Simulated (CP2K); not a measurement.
The system is Li.

```xyz
2
Lattice="3.1110 0.0000 0.0000 -1.5555 2.6942 0.0000 0.0000 0.0000 5.0930" Properties=species:S:1:pos:R:3 pbc="T T T"
Li    1.5555    0.8981    3.8197
Li    0.0000    1.7961    1.2732
```

This isn't the form of Li at room conditions, which is bcc.

Base run:

* Program: CP2K 2026.2
* Functional: LDA
* Potentials or basis: POTENTIAL_UZH Li GTH-PBE-q3; TZVP-MOLOPT-PBE-GTH basis
* Density cutoff: 9184 eV
* k mesh: 10 × 10 × 5
* Occupations: fermi-dirac, width 0.05 eV
* Spin: no spin polarisation

Its results: band gap on the k mesh none (metal or under the smearing width); pressure -1.4 GPa.

**Question.** The run is repeated on the same cell with these changes: functional from LDA to AM05. What comes out?

**Answer.** Band gap on the k mesh none (metal or under the smearing width); pressure -0.4 GPa.

AM05 binds less tightly than LDA, so the same cell stands under more pressure.

Caveats: the potentials were made for another functional, which shifts forces and pressure; the basis of atomic orbitals isn't converged, which shifts pressures, moduli and gaps.
